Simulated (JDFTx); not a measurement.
# KBr: equation of state with PBEsol

KBr:

```xyz
2
Lattice="0.0000 3.3000 3.3000 3.3000 0.0000 3.3000 3.3000 3.3000 0.0000" Properties=species:S:1:pos:R:3 pbc="T T T"
Br    3.3000    3.3000    3.3000
K     0.0000    0.0000    0.0000
```

```json
{
  "Program": "JDFTx 1.7.0 (patched build)",
  "Task": "equation of state",
  "Functional": "PBEsol",
  "Potentials or basis": "PseudoDojo-SR-PBEsol-0.4.1-standard with smoothed tails",
  "Cutoff": "1007 eV",
  "Density cutoff": "8055 eV",
  "k mesh": "7 × 7 × 7",
  "Occupations": "fermi-dirac, width 0.05 eV",
  "Spin": "no spin polarisation"
}
```

The equilibrium volume is 35.11 Å³/atom and the bulk modulus is 15.4 GPa. The pressure derivative of the bulk modulus is 5.0.

Energy against volume, from the lowest point:
| volume (Å³/atom) | energy (meV/atom) |
| --- | --- |
| 33.781 | 2.58 |
| 34.500 | 0.51 |
| 35.218 | 0.00 |
| 35.937 | 0.89 |
| 36.656 | 3.00 |
| 37.374 | 6.20 |
| 38.093 | 10.36 |
